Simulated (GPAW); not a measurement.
# ZnO (zincite) (P6_3mc) in GPAW: further runs, part 2 of 2

GPAW 26.7.0.

### 3 Dielectric tensor, LDA

run.py

```python
import numpy as np
from ase import Atoms
from ase.dft.bandgap import bandgap
from ase.io import write
from gpaw import GPAW, PW
from gpaw.response.df import DielectricFunction

atoms = Atoms(['Zn', 'Zn', 'O', 'O'],
              cell=[[3.249308, 0.0, 0.0],
                    [-1.624654, 2.8139832727, 0.0],
                    [0.0, 0.0, 5.205709]],
              scaled_positions=[[0.6666666667, 0.3333333333, 0.0],
                                [0.3333333333, 0.6666666667, 0.5],
                                [0.3333333333, 0.6666666667, 0.87901],
                                [0.6666666667, 0.3333333333, 0.37901]],
              pbc=True)

calc = GPAW(mode=PW(600),
            xc='LDA',
            kpts={'size': (8, 8, 4), 'gamma': True},
            occupations={'name': 'fermi-dirac', 'width': 0.001},
            nbands=31,
            convergence={'density': 1e-06},
            maxiter=150,
            txt='gpaw.txt')
atoms.calc = calc
energy = atoms.get_potential_energy()
calc.write('gs.gpw')
write('result.traj', atoms)
print(f'Energy: {energy:.6f} eV')
print('Fermi level:', round(calc.get_fermi_level(), 4), 'eV')
print(f'Gap: {bandgap(calc)[0]:.4f} eV, direct: {bandgap(calc, direct=True)[0]:.4f} eV')

for size in [(9, 9, 5), (13, 13, 7)]:
    name = 'x'.join(str(n) for n in size)
    dense = calc.fixed_density(kpts={'size': size, 'gamma': True},
                               nbands=64, convergence={'bands': 58, 'eigenstates': 1e-7},
                               update_fermi_level=True, txt=f'dense-{name}.txt')
    dense.write(f'{name}.gpw', mode='all')
    df = DielectricFunction(f'{name}.gpw', frequencies=np.array([0.0]), hilbert=False, eta=0.001,
                            ecut=80, nbands=58, intraband=False, txt=f'df-{name}.txt')
    for xc in ['RPA', 'LR0.1', 'ALDA']:
        for direction in ['x', 'y', 'z', [0, 1, 1], [1, 0, 1], [1, 1, 0]]:
            e0, e = df.get_macroscopic_dielectric_constant(xc=xc, direction=direction)
            print(f'{name} {xc} {direction}: {e0:.4f} without, {e:.4f} with local fields')
```

Potentials or basis: the program's PAW data sets (release 1.2.1) made for this functional, pw.

The run is started by

```console
OMP_NUM_THREADS=1 python run.py
```

gpaw.txt:

```text
__  _  _
 | _ |_)|_||  |
 |__||  | ||/\| - 26.7.0

Input parameters:
  mode=PW(ecut=600.0),
  convergence={'density': 1e-06},
  kpts=MonkhorstPack(size=(8, 8, 4), gamma=True),
  maxiter=150,
  nbands=31,
  occupations=Occupations(name='fermi-dirac', width=0.001),
  xc=XC(name='LDA')

Diagonalizing LCAO Hamiltonian
Converting LCAO to pw mode

        O

        Zn

           O

           Zn

Atoms  # Å, Bohr magnetons
|   | symbol |         x |        y |        z |    initial magnetic moments |
|---|--------|-----------|----------|----------|-----------------------------|
| 0 |     Zn |  1.624654 | 0.937994 | 0.000000 | ( 0.0000,  0.0000,  0.0000) |
| 1 |     Zn | -0.000000 | 1.875989 | 2.602854 | ( 0.0000,  0.0000,  0.0000) |
| 2 |      O | -0.000000 | 1.875989 | 4.575870 | ( 0.0000,  0.0000,  0.0000) |
| 3 |      O |  1.624654 | 0.937994 | 1.973016 | ( 0.0000,  0.0000,  0.0000) |

Unit cell  # Å
| periodic |         x |        y |        z |  lengths |     angles |
|----------|-----------|----------|----------|----------|------------|
|      yes |  3.249308 | 0.000000 | 0.000000 | 3.249308 |  90.000000 |
|      yes | -1.624654 | 2.813983 | 0.000000 | 3.249308 |  90.000000 |
|      yes |  0.000000 | 0.000000 | 5.205709 | 5.205709 | 120.000000 |

Number of symmetries: 6
Symmetry operations  # r_c * U_cc + t_c -> r_c
|   | kind |            matrix            |
|---|------|------------------------------|
| 0 |  σ   |  1, 1, 0,  0,-1, 0,  0, 0, 1 |
| 1 |  E   |  1, 0, 0,  0, 1, 0,  0, 0, 1 |
| 2 |  C3  |  0, 1, 0, -1,-1, 0,  0, 0, 1 |
| 3 |  σ   |  0,-1, 0, -1, 0, 0,  0, 0, 1 |
| 4 |  σ   | -1, 0, 0,  1, 1, 0,  0, 0, 1 |
| 5 |  C3  | -1,-1, 0,  1, 0, 0,  0, 0, 1 |

BZ-sampling:
  Number of BZ points: 256
  Number of IBZ points: 35

  Monkhorst-Pack size: [8, 8, 4]
  Monkhorst-Pack shift: [0.0625, 0.0625, 0.125]

K-points  # in reciprocal-cell coordinates
|     |                                coordinates |     weight |
|-----|--------------------------------------------|------------|
|   0 | (  0.00000000,   0.00000000,   0.00000000) | 0.00390625 |
|   1 | (  0.00000000,   0.00000000,   0.25000000) | 0.00781250 |
|   2 | (  0.00000000,   0.00000000,   0.50000000) | 0.00390625 |
|   3 | (  0.12500000,   0.00000000,  -0.25000000) | 0.02343750 |
|   4 | (  0.12500000,   0.00000000,   0.00000000) | 0.02343750 |
|   5 | (  0.12500000,   0.00000000,   0.25000000) | 0.02343750 |
|   6 | (  0.12500000,   0.00000000,   0.50000000) | 0.02343750 |
|   7 | (  0.25000000,  -0.12500000,   0.00000000) | 0.02343750 |
|   8 | (  0.25000000,  -0.12500000,   0.25000000) | 0.04687500 |
|   9 | (  0.25000000,  -0.12500000,   0.50000000) | 0.02343750 |
| ... |                                            |            |
|  34 | (  0.50000000,   0.50000000,   0.50000000) | 0.01171875 |

Plane wave coefficients: 1616
Cutoff: 600.0 eV

Spin-components: 1 (collinear spins)
Bands:           31
Projectors:      22
Spin-degeneracy: 2
Datatype:        complex128

Parallelization:
  kpt:    1
  domain: 1
  band:   1

Density:
  Valence electrons: 36.0
  Components: 1
  Grid points: [20 20 30]
  Charge: 0.0  # |e|

Potential:
  Grid points: [20 20 30]

species:
  Zn:
    name:    Zinc
    Z:       30.0
    valence: 12
    core:    18
    charge:  0.0  # [|e|]
    compensation charges:
      type: gauss
      rc: 0.37  # [Å]
      lmax: 2
    cutoffs:
      filter: 2.14  # [Å]
      core: 2.28  # [Å]
    projectors
    | kind |    occ | energy [eV] | rcut [Å] |
    |------|--------|-------------|----------|
    |   4s |  2.000 |      -6.218 |    1.286 |
    |   4p |  0.000 |      -1.230 |    1.270 |
    |   3d | 10.000 |     -10.426 |    1.180 |
    |    s |        |      20.994 |    1.286 |
    |    p |        |      25.981 |    1.270 |
    |    d |        |      16.786 |    1.180 |

    Using partial waves for Zn as LCAO basis

  O:
    name:    Oxygen
    Z:       8.0
    valence: 6
    core:    2
    charge:  0.0  # [|e|]
    compensation charges:
      type: gauss
      rc: 0.21  # [Å]
      lmax: 2
    cutoffs:
      filter: 1.17  # [Å]
      core: 0.83  # [Å]
    projectors
    | kind |    occ | energy [eV] | rcut [Å] |
    |------|--------|-------------|----------|
    |   2s |  2.000 |     -23.752 |    0.688 |
    |   2p |  4.000 |      -9.195 |    0.598 |
    |    s |        |       3.459 |    0.688 |
    |    p |        |      18.016 |    0.598 |
    |    d |        |       0.000 |    0.619 |

    Using partial waves for O as LCAO basis

Reference energy: -101631.619544  # eV

eigensolver:
  PPCG
  Converge bands: occupied
  niter=2

density mixing:
  MSR1-Mixer
  Pratt-step length: 0.05
  Maximum mixing coefficient: 0.75
  Old densities: 10
  SVD Regularization: 0.005
  Good broyden scale: 1.0
  Trust region scale: 1.0
  Backstep threshold: 4.0
  History deletion threshold: 6.0
  Fourier metric: weight=20.0, sigma=0.015

occupation numbers:
  Fermi-Dirac:
    width: 0.0010  # eV

poisson solver:
  ecut: 4800.0  # eV

xc functional:
  name: None

convergence criteria:
- Maximum integral of absolute [dens]ity change: 1e-06 electrons / valence electron
- Maximum [total energy] change in last 3 cyles: 0.0005 eV / valence electron
- Maximum integral of absolute [eigenst]ate change: 4e-08 eV^2 / valence electron
maximum number of iterations: 150

SCF iterations
|iter     | |      energy | eigst |  dens |
|---------|-|-------------|-------|-------|
|iter:   1| |  -24.568663 | +0.16 |       |
|iter:   2| |  -23.742998 | -1.61 | -1.00 |
|iter:   3| |  -21.734636 | -0.73 | -1.06 |
|iter:   4| |  -21.709833 | -3.29 | -1.63 |
|iter:   5| |  -21.701454 | -3.14 | -1.89 |
|iter:   6| |  -21.701406c| -4.68 | -3.01 |
|iter:   7| |  -21.701426c| -5.76 | -3.41 |
|iter:   8| |  -21.701429c| -6.59 | -3.75 |
|iter:   9| |  -21.701428c| -7.40c| -4.25 |
|iter:  10| |  -21.701428c| -7.61c| -5.22 |
|iter:  11| |  -21.701428c| -7.59c| -5.44 |
|iter:  12| |  -21.701428c| -9.36c| -6.70c|

Converged in 12 steps
Energy contributions relative to reference atoms: (reference = -101631.619544)

Energy contributions:
  Kinetic:          33.647821
  Coulomb:         -29.414827
  Zero:              0.157663
  External:          0.000000
  Xc:              -26.092084
  Entropy:          -0.000000
  Spinorbit:         0.000000
  ----------------------------
  Free energy:     -21.701428
  Extrapolated:    -21.701428

dipole moment: (0.000000, 0.000001, -8.270850)  # |e|*Ang

Fermi level: 3.501
Eigenvalues  # (at kpt = [0.000, 0.000, 0.000])
| band index |      eig [eV] | occ [0-2] |
|------------|---------------|-----------|
|          0 |       -14.334 |     2.000 |
|        ... |               |           |
|         10 |        -0.876 |     2.000 |
|         11 |        -0.876 |     2.000 |
|         12 |        -0.601 |     2.000 |
|         13 |         2.651 |     2.000 |
|         14 |         2.651 |     2.000 |
|         15 |         3.397 |     2.000 |
[... 8 lines left out ...]
|         24 |        17.385 |     0.000 |
|         25 |        17.385 |     0.000 |
|        ... |               |           |
|         30 |        23.133 |     0.000 |

Gap: 0.729 eV
Transition (v -> c):
  (s=0, k=0, n=17, [0.00, 0.00, 0.00]) -> (s=0, k=0, n=18, [0.00, 0.00, 0.00])
No difference between direct/indirect transitions
# Writing to gs.gpw (mode='')
```

It took 7.1 min on 1 thread of Arm Neoverse V2, shared host; peak memory 1.1 GiB.

What came out:

* Free energy: -21.7014 eV
* Band gap on the k mesh: 0.73 eV, direct
* Electronic dielectric tensor (diagonal): 5.55, 5.55, 5.49

Electronic dielectric tensor:
```
5.55 0.00 0.00
0.00 5.55 0.00
0.00 0.00 5.49
```

Caveat: the dielectric constant isn't converged in the k mesh; the long-wavelength limit can be off by several per cent where d states take part; an odd mesh through Γ misses points on the zone boundary, where band edges often lie.

### 4 How close it comes

Step 2. Measured gap of ZnO: 3.37 eV (quoted in “Electronic structure of alkaline earth and post-transition metal oxides”, 2009, arxiv:0908.1581). This calculation gives 0.79 eV (-2.58 eV). So large a miss can be the level of theory's own, or it may mean another phase, state or a wrong row. The value is that of PBE on a finite k mesh, which can miss the band edges, without temperature or zero-point motion. Semilocal functionals fall short of measured gaps as a rule.

Step 3. Measured gap of ZnO: 3.37 eV (quoted in “Electronic structure of alkaline earth and post-transition metal oxides”, 2009, arxiv:0908.1581). This calculation gives 0.73 eV (-2.64 eV). So large a miss can be the level of theory's own, or it may mean another phase, state or a wrong row. The value is that of LDA on a finite k mesh, which can miss the band edges, without temperature or zero-point motion. Semilocal functionals fall short of measured gaps as a rule.
